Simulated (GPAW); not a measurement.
# Ag (Fm-3m) in GPAW: further runs

Runs on Ag. Level: PBE. Tasks: single point.

All numbers are computed with GPAW 26.7.0; they aren't measurements. Logs are shortened: lines on timing, memory, paths and dates and some standing lists are left out, and cuts for length are marked. The log counts tension as positive stress, the text compression.

## Step 1: The crystal as given

It takes space group Fm-3m (No. 225, cubic). Conventional cell: a = 4.085 Å, b = 4.085 Å, c = 4.085 Å, α = 90.00°, β = 90.00°, γ = 90.00°. Ag (site symmetry m-3m) is surrounded by 12 Ag at 2.89 Å.

## Step 2: Single point, PBE

Input file run.py:

```python
from ase.dft.bandgap import bandgap
from ase.io import read, write
from ase.units import GPa
from gpaw import GPAW, PW

atoms = read('POSCAR')

calc = GPAW(mode=PW(600),
            xc='PBE',
            kpts={'size': (14, 14, 14), 'gamma': True},
            occupations={'name': 'fermi-dirac', 'width': 0.05},
            nbands=18,
            convergence={'density': 1e-05, 'energy': 1e-05},
            maxiter=100,
            txt='gpaw.txt')
atoms.calc = calc
energy = atoms.get_potential_energy()
forces = atoms.get_forces()
stress = atoms.get_stress()
calc.write('gs.gpw')
write('result.traj', atoms)
print(f'Energy: {energy:.6f} eV')
print('Forces (eV/A):')
print(forces.round(4))
print('Stress (GPa):', (stress / GPa).round(3))
print('Fermi level:', round(calc.get_fermi_level(), 4), 'eV')
print(f'Gap: {bandgap(calc)[0]:.4f} eV, direct: {bandgap(calc, direct=True)[0]:.4f} eV')
```

Input file POSCAR:

```
Ag
1.0
    0.0000000000      2.0427500000      2.0427500000
    2.0427500000      0.0000000000      2.0427500000
    2.0427500000      2.0427500000      0.0000000000
Ag
1
Direct
    0.0000000000      0.0000000000      0.0000000000
```

Potentials or basis: GPAW PAW data sets (gpaw-data 1.2.1), pw.

On the command line:

```console
OMP_NUM_THREADS=1 python run.py
```

gpaw.txt:

```text
__  _  _
 | _ |_)|_||  |
 |__||  | ||/\| - 26.7.0

Input parameters:
  mode=PW(ecut=600.0),
  convergence={'density': 1e-05, 'energy': 1e-05},
  kpts=MonkhorstPack(size=(14, 14, 14), gamma=True),
  maxiter=100,
  nbands=18,
  occupations=Occupations(name='fermi-dirac', width=0.05),
  xc=XC(name='PBE')

Diagonalizing LCAO Hamiltonian
Converting LCAO to pw mode

       Ag

Atoms  # Å, Bohr magnetons
|   | symbol |        x |        y |        z |    initial magnetic moments |
|---|--------|----------|----------|----------|-----------------------------|
| 0 |     Ag | 0.000000 | 0.000000 | 0.000000 | ( 0.0000,  0.0000,  0.0000) |

Unit cell  # Å
| periodic |        x |        y |        z |  lengths |    angles |
|----------|----------|----------|----------|----------|-----------|
|      yes | 0.000000 | 2.042750 | 2.042750 | 2.888885 | 60.000000 |
|      yes | 2.042750 | 0.000000 | 2.042750 | 2.888885 | 60.000000 |
|      yes | 2.042750 | 2.042750 | 0.000000 | 2.888885 | 60.000000 |

Number of symmetries: 48
[... 51 lines left out ...]

BZ-sampling:
  Number of BZ points: 2744
  Number of IBZ points: 104

  Monkhorst-Pack size: [14, 14, 14]
  Monkhorst-Pack shift: [0.03571428571428571, 0.03571428571428571, 0.03571428571428571]

K-points  # in reciprocal-cell coordinates
|     |                                coordinates |     weight |
|-----|--------------------------------------------|------------|
|   0 | (  0.00000000,   0.00000000,   0.00000000) | 0.00036443 |
|   1 | (  0.07142857,   0.07142857,   0.00000000) | 0.00218659 |
|   2 | (  0.07142857,   0.07142857,   0.07142857) | 0.00291545 |
|   3 | (  0.14285714,   0.07142857,   0.07142857) | 0.00437318 |
|   4 | (  0.14285714,   0.14285714,   0.00000000) | 0.00218659 |
|   5 | (  0.14285714,   0.14285714,   0.07142857) | 0.00874636 |
|   6 | (  0.14285714,   0.14285714,   0.14285714) | 0.00291545 |
|   7 | (  0.21428571,   0.14285714,   0.07142857) | 0.00874636 |
|   8 | (  0.21428571,   0.14285714,   0.14285714) | 0.00874636 |
|   9 | (  0.21428571,   0.21428571,   0.00000000) | 0.00218659 |
| ... |                                            |            |
| 103 | (  0.50000000,   0.50000000,   0.50000000) | 0.00145773 |

Plane wave coefficients: 588
Cutoff: 600.0 eV

Spin-components: 1 (collinear spins)
Bands:           18
Projectors:      6
Spin-degeneracy: 2
Datatype:        complex128

Parallelization:
  kpt:    1
  domain: 1
  band:   1

Density:
  Valence electrons: 17.0
  Components: 1
  Grid points: [18 18 18]
  Charge: 0.0  # |e|

Potential:
  Grid points: [18 18 18]

species:
  Ag:
    name:    Silver
    Z:       47.0
    valence: 17
    core:    30
    charge:  0.0  # [|e|]
    compensation charges:
      type: gauss
      rc: 0.40  # [Å]
      lmax: 2
    cutoffs:
      filter: 2.35  # [Å]
      core: 2.19  # [Å]
    projectors
    | kind |    occ | energy [eV] | rcut [Å] |
    |------|--------|-------------|----------|
    |   5s |  1.000 |      -4.401 |    1.286 |
    |   4p |  6.000 |     -58.577 |    1.328 |
    |   5p |  0.000 |      -0.738 |    1.328 |
    |   4d | 10.000 |      -7.446 |    1.180 |
    |    s |        |      22.811 |    1.286 |
    |    d |        |      19.766 |    1.180 |

    Using partial waves for Ag as LCAO basis

Reference energy: -144597.826354  # eV

eigensolver:
  PPCG
  Converge bands: occupied
  niter=2

density mixing:
  MSR1-Mixer
  Pratt-step length: 0.05
  Maximum mixing coefficient: 0.75
  Old densities: 10
  SVD Regularization: 0.005
  Good broyden scale: 1.0
  Trust region scale: 1.0
  Backstep threshold: 4.0
  History deletion threshold: 6.0
  Fourier metric: weight=20.0, sigma=0.015

occupation numbers:
  Fermi-Dirac:
    width: 0.0500  # eV

poisson solver:
  ecut: 4800.0  # eV

xc functional:
  name: PBE with 2 nearest neighbor stencil

convergence criteria:
- Maximum integral of absolute [dens]ity change: 1e-05 electrons / valence electron
- Maximum [total energy] change in last 3 cyles: 1e-05 eV / valence electron
- Maximum integral of absolute [eigenst]ate change: 4e-08 eV^2 / valence electron
maximum number of iterations: 100

SCF iterations
|iter     | |      energy | eigst |  dens |
|---------|-|-------------|-------|-------|
|iter:   1| |   -3.110344 | -0.63 |       |
|iter:   2| |   -3.047313 | -3.47 | -1.31 |
|iter:   3| |   -2.859024 | -3.10 | -1.37 |
|iter:   4| |   -2.856539 | -4.32 | -2.14 |
|iter:   5| |   -2.855794 | -4.31 | -2.40 |
|iter:   6| |   -2.855796 | -7.11 | -3.87 |
|iter:   7| |   -2.855796c| -7.43c| -4.14 |
|iter:   8| |   -2.855796c| -8.97c| -5.45c|

Converged in 8 steps
Energy contributions relative to reference atoms: (reference = -144597.826354)

Energy contributions:
  Kinetic:          -0.509576
  Coulomb:          -0.606742
  Zero:              0.168333
  External:          0.000000
  Xc:               -1.906741
  Entropy:          -0.002141
  Spinorbit:         0.000000
  ----------------------------
  Free energy:      -2.856867
  Extrapolated:     -2.855796

dipole moment: (-12.759393, -12.759393, -12.759393)  # |e|*Ang

Fermi level: 8.202
Eigenvalues  # (at kpt = [0.000, 0.000, 0.000])
| band index |      eig [eV] | occ [0-2] |
|------------|---------------|-----------|
|          0 |       -47.118 |     2.000 |
|          1 |       -47.118 |     2.000 |
|          2 |       -47.118 |     2.000 |
|          3 |         0.477 |     2.000 |
|          4 |         3.488 |     2.000 |
|          5 |         3.488 |     2.000 |
[... 10 lines left out ...]
|         16 |        33.529 |     0.000 |
|         17 |        38.783 |     0.000 |

No gap
No difference between direct/indirect transitions

Forces  # eV/Ang
|       x |       y |        z |
|---------|---------|----------|
| 0.00000 | 0.00000 | -0.00000 |  # Ag   0

Stress tensor  # eV/Ang^3
|         x |         y |         z |
|-----------|-----------|-----------|
| -0.028704 |  0.000000 |  0.000000 |
|  0.000000 | -0.028704 |  0.000000 |
|  0.000000 |  0.000000 | -0.028704 |

# Writing to gs.gpw (mode='')
```

Run time: 28 s. Hardware: 1 thread of Intel Xeon Platinum 8259CL at 2.50GHz (Skylake/Cascade Lake), shared host; peak memory 0.15 GiB.

What came out:

```
Free energy            : -2.8569 eV
Pressure               : 4.6 GPa
Band gap on the k mesh : none (metal or under the smearing width)
```

Levels at points of the mesh, in eV from the Fermi level:
| k point | band 5 | band 6 | band 7 | band 8 | band 9 | band 10 | band 11 | band 12 | band 13 | band 14 |
| --- | --- | --- | --- | --- | --- | --- | --- | --- | --- | --- |
| (0.00, 0.00, 0.00) | -4.71 | -4.71 | -4.71 | -3.67 | -3.67 | 16.30 | 19.95 | 19.95 | 19.95 | 24.38 |
| (0.50, 0.50, 0.00) | -6.21 | -2.90 | -2.66 | -2.66 | 1.64 | 6.83 | 10.77 | 10.77 | 17.16 | 17.28 |
| (0.50, 0.50, 0.50) | -4.74 | -4.74 | -2.87 | -2.87 | -0.36 | 3.70 | 15.48 | 18.19 | 18.19 | 22.72 |

## Step 3: Single point, PBE

Edit run.py of step 2 so:

```diff
@@ -5,7 +5,7 @@
 
-atoms = read('POSCAR')
+atoms = read('Ag.cif')
 
-calc = GPAW(mode=PW(600),
+calc = GPAW(mode=PW(400),
             xc='PBE',
-            kpts={'size': (14, 14, 14), 'gamma': True},
+            kpts={'size': (11, 11, 11), 'gamma': True},
             occupations={'name': 'fermi-dirac', 'width': 0.05},
@@ -13,3 +13,3 @@
             convergence={'density': 1e-05, 'energy': 1e-05},
-            maxiter=100,
+            maxiter=75,
             txt='gpaw.txt')
```

Input file Ag.cif:

```cif
data_Ag
_cell_length_a 2.88888475
_cell_length_b 2.88888475
_cell_length_c 2.88888475
_cell_angle_alpha 60.00000000
_cell_angle_beta 60.00000000
_cell_angle_gamma 60.00000000
_space_group_name_H-M_alt 'P1'
_space_group_name_Hall 'P 1'
_space_group_IT_number 1
loop_
_space_group_symop_operation_xyz
'x,y,z'
loop_
_atom_site_label
_atom_site_type_symbol
_atom_site_symmetry_multiplicity
_atom_site_Wyckoff_symbol
_atom_site_fract_x
_atom_site_fract_y
_atom_site_fract_z
_atom_site_occupancy
Ag1 Ag 1 a 0.0000000000 0.0000000000 0.0000000000 1
```

Potentials or basis: GPAW PAW data sets (gpaw-data 1.2.1), pw.

On the command line:

```console
OMP_NUM_THREADS=1 python run.py
```

gpaw.txt:

```text
__  _  _
 | _ |_)|_||  |
 |__||  | ||/\| - 26.7.0

Input parameters:
  mode=PW(ecut=400.0),
  convergence={'density': 1e-05, 'energy': 1e-05},
  kpts=MonkhorstPack(size=(11, 11, 11), gamma=True),
  maxiter=75,
  nbands=18,
  occupations=Occupations(name='fermi-dirac', width=0.05),
  xc=XC(name='PBE')

Diagonalizing LCAO Hamiltonian
Converting LCAO to pw mode

       Ag

Atoms  # Å, Bohr magnetons
|   | symbol |        x |        y |        z |    initial magnetic moments |
|---|--------|----------|----------|----------|-----------------------------|
| 0 |     Ag | 0.000000 | 0.000000 | 0.000000 | ( 0.0000,  0.0000,  0.0000) |

Unit cell  # Å
| periodic |        x |        y |        z |  lengths |    angles |
|----------|----------|----------|----------|----------|-----------|
|      yes | 2.888885 | 0.000000 | 0.000000 | 2.888885 | 60.000000 |
|      yes | 1.444442 | 2.501848 | 0.000000 | 2.888885 | 60.000000 |
|      yes | 1.444442 | 0.833949 | 2.358765 | 2.888885 | 60.000000 |

Number of symmetries: 48
[... 51 lines left out ...]

BZ-sampling:
  Number of BZ points: 1331
  Number of IBZ points: 56

  Monkhorst-Pack size: [11, 11, 11]
  Monkhorst-Pack shift: [0, 0, 0]

K-points  # in reciprocal-cell coordinates
|     |                                coordinates |     weight |
|-----|--------------------------------------------|------------|
|   0 | (  0.00000000,   0.00000000,   0.00000000) | 0.00075131 |
|   1 | (  0.09090909,   0.09090909,   0.00000000) | 0.00450789 |
|   2 | (  0.09090909,   0.09090909,   0.09090909) | 0.00601052 |
|   3 | (  0.18181818,   0.09090909,   0.09090909) | 0.00901578 |
|   4 | (  0.18181818,   0.18181818,   0.00000000) | 0.00450789 |
|   5 | (  0.18181818,   0.18181818,   0.09090909) | 0.01803156 |
|   6 | (  0.18181818,   0.18181818,   0.18181818) | 0.00601052 |
[... 78 lines left out ...]
poisson solver:
  ecut: 3200.0  # eV

xc functional:
  name: PBE with 2 nearest neighbor stencil

convergence criteria:
- Maximum integral of absolute [dens]ity change: 1e-05 electrons / valence electron
- Maximum [total energy] change in last 3 cyles: 1e-05 eV / valence electron
- Maximum integral of absolute [eigenst]ate change: 4e-08 eV^2 / valence electron
maximum number of iterations: 75

SCF iterations
|iter     | |      energy | eigst |  dens |
|---------|-|-------------|-------|-------|
|iter:   1| |   -3.081460 | -0.74 |       |
|iter:   2| |   -3.017005 | -3.65 | -1.31 |
|iter:   3| |   -2.823995 | -3.28 | -1.36 |
|iter:   4| |   -2.821046 | -4.64 | -2.13 |
|iter:   5| |   -2.820103 | -4.74 | -2.40 |
|iter:   6| |   -2.820104 | -7.33 | -3.91 |
|iter:   7| |   -2.820105c| -7.78c| -4.18 |
|iter:   8| |   -2.820105c| -9.13c| -5.51c|

Converged in 8 steps
Energy contributions relative to reference atoms: (reference = -144597.826354)

Energy contributions:
  Kinetic:          -0.813038
  Coulomb:          -0.389400
  Zero:              0.231994
  External:          0.000000
  Xc:               -1.848359
  Entropy:          -0.002606
  Spinorbit:         0.000000
  ----------------------------
  Free energy:      -2.821408
  Extrapolated:     -2.820105

dipole moment: (-18.050402, -10.421405, -7.369046)  # |e|*Ang

Fermi level: 8.510
Eigenvalues  # (at kpt = [0.000, 0.000, 0.000])
| band index |      eig [eV] | occ [0-2] |
|------------|---------------|-----------|
|          0 |       -47.127 |     2.000 |
|          1 |       -47.127 |     2.000 |
|          2 |       -47.127 |     2.000 |
|          3 |         0.477 |     2.000 |
|          4 |         3.483 |     2.000 |
|          5 |         3.483 |     2.000 |
[... 10 lines left out ...]
|         16 |        33.536 |     0.000 |
|         17 |        38.781 |     0.000 |

No gap
No difference between direct/indirect transitions

Forces  # eV/Ang
|       x |       y |       z |
|---------|---------|---------|
| 0.00000 | 0.00000 | 0.00000 |  # Ag   0

Stress tensor  # eV/Ang^3
|         x |         y |         z |
|-----------|-----------|-----------|
| -0.011682 | -0.000000 | -0.000000 |
| -0.000000 | -0.011682 |  0.000000 |
|  0.000000 |  0.000000 | -0.011682 |

# Writing to gs.gpw (mode='')
```

Wall time 8.7 s (1 thread of Intel Xeon Platinum 8259CL at 2.50GHz (Skylake/Cascade Lake), shared host); peak memory 0.13 GiB.

The run converged, but some of its settings lie outside the range that counts as converged, so its numbers aren't taken as properties of the crystal.

What came out:

```yaml
Free_energy: -2.8214 eV
Pressure: 1.9 GPa
Band_gap_on_the_k_mesh: none (metal or under the smearing width)
```

Caveat: the cutoff is short for stress and forces, so pressures can be off by a GPa or more.
